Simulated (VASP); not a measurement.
Wanted: the native input for a VASP 6.6.1 run.

| Item | Value |
| --- | --- |
| Task | single point |
| Functional | PBEsol |
| Potentials or basis | VASP PAW PBE potentials, release 64 (Ge_d, Si) |
| Cutoff | 520 eV |
| k mesh | 18 × 18 × 16 |
| Occupations | gaussian, width 0.02 eV |
| Spin | no spin polarisation |
| Further INCAR settings | ALGO = Normal; EDIFF = 1e-06; NBANDS = 26 |

The structure of SiGe lies in POSCAR:

```
SiGe
1.0
    0.0000000000      2.7730400000      2.7730400000
    2.7730400000      0.0000000000      2.7730400000
    5.5457600000      5.5457600000      0.0003200000
Ge Si
2 2
Direct
    0.0031000000      0.0031000000      0.9953600000
    0.2469000000      0.2469000000      0.1296400000
    0.9970800000      0.9970800000      0.5043700000
    0.2529200000      0.2529200000      0.6206300000
```

The cell comes from a database or a generator and needn't be the stable form of this composition.

The input as run:

INCAR

```
ALGO = Normal ; EDIFF = 1E-6
ENCUT = 520 ; GGA = PS
ISIF = 2 ; ISMEAR = 0
LASPH = True ; LCHARG = True
LELF = True ; LREAL = False
LVHAR = True ; LWAVE = False
NBANDS = 26 ; NELM = 80
PREC = Accurate ; SIGMA = 0.02
```

KPOINTS

```
k-points
0
Gamma
  18 18 16
```

Potentials or basis: VASP PAW PBE potentials, release 64 (Ge_d, Si).

Run with:

```sh
$ cat potpaw_PBE.64/Ge_d/POTCAR potpaw_PBE.64/Si/POTCAR > POTCAR
$ mpirun -np 1 vasp_std > vasp.out
```

Results of the run:

```json
{
 "Pressure": "0.1 GPa",
 "Largest force": "0.003 eV/Å",
 "Band gap on the k mesh": "0.34 eV, indirect (least direct gap 0.46 eV)"
}
```

Caveat: the PAW data sets were made with another functional, which shifts forces and pressure a little.

It took 19 min on 1 thread of Intel(R) Xeon(R) 6975P-C (Granite Rapids), on a shared host, peak memory 2.2 GiB.
